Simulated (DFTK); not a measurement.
Input of a DFTK 0.8.2 run:

File run.jl:

```julia
using DFTK
using PseudoPotentialData
using Unitful, UnitfulAtomic
using LinearAlgebra, Printf
include("save.jl")
disable_threading()

# lattice vectors are the columns
lattice = austrip(1u"Å") * [          2.95         -1.475            0.0;
                      0.0   2.5547749412            0.0;
                      0.0            0.0           4.68]
symbols   = [:Ti, :Ti]
positions = [[0.686162, 0.32688, 0.748487],
             [0.337973, 0.672908, 0.24873]]
pseudopotentials = PseudoFamily("dojo.nc.sr.pbesol.v0_4_1.standard.upf")
elements = Dict(s => ElementPsp(s, pseudopotentials) for s in unique(symbols))
atoms    = [elements[s] for s in symbols]

build_model(lattice, positions; symmetries=true) =
    model_DFT(lattice, atoms, positions;
              functionals=PBEsol(),
              temperature=austrip(0.05u"eV"),
              smearing=Smearing.FermiDirac(),
              symmetries)
Ecut  = 42.0  # hartree
kgrid = [10, 10, 6]
tol   = 1e-6
to_GPa = ustrip(uconvert(u"GPa", 1u"hartree/bohr^3"))

model = build_model(lattice, positions)
basis = PlaneWaveBasis(model; Ecut, kgrid)
display(basis)
scfres = self_consistent_field(basis;
                               tol,
                               nbandsalg=AdaptiveBands(model; n_bands_converge=17))
display(scfres.energies)
@printf "Fermi level: %.6f eV\n" ustrip(auconvert(u"eV", something(scfres.εF, NaN)))
forces = compute_forces_cart(scfres)
println("Forces (eV/Å)")
for (s, f) in zip(symbols, forces)
    @printf "%-3s %12.6f %12.6f %12.6f\n" s ustrip.(auconvert.(u"eV/Å", f))...
end
stress = compute_stresses_cart(scfres)
println("Stress (GPa)")
display(round.(stress * to_GPa; digits=4))
println("Levels at the first k-point (eV): ", round.(ustrip.(auconvert.(u"eV", scfres.eigenvalues[1][1:scfres.n_bands_converge])); digits=4))
save_scf!(scfres; forces, stress)
```

Potentials or basis: dojo.nc.sr.pbesol.v0_4_1.standard.upf (PBEsol).

Launch:

```sh
$ julia --threads=1 run.jl  # save.jl only writes the numbers to a file and isn't shown; printed stress counts tension as positive; times include loading and compiling
```

Q: Predict the largest force.

A: 0.102 eV/Å.

Q: Predict the band gap on the k mesh.

A: None (metal or under the smearing width).

Q: Predict the pressure.

A: -5.7 GPa.

Forces on the atoms (eV/Å):
```
Ti  -0.091  0.046  0.003
Ti   0.091 -0.046 -0.003
```
